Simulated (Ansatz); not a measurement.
SrF2 (fluorite), relaxed and computed with several functionals in Ansatz (plane waves, PAW).

```tsv
functional	a (Å)	gap (eV)	B₀ by P(V) fit (GPa)
LDA	5.663	6.96	85.3
PBE	5.857	6.78	64.6
HSE06	5.811	8.96	69.5
PBEsol	?	?	?
r²SCAN	5.791	7.60	74.3
```

Problem. Complete the blanks.

Solution. 
- PBEsol, a (Å): 5.758
- PBEsol, gap (eV): 6.90
- PBEsol, B₀ by P(V) fit (GPa): 72.9

All cells were relaxed under the symmetry of their starts (and spin orders); stability against distortions was not tested throughout. Scalar-relativistic: spin–orbit coupling is off unless named, which matters more the heavier the elements.

Potentials: the later of the program's two PAW sets.

Ansatz (a quantum-chemistry and plane-wave program) is a plane-wave DFT program.
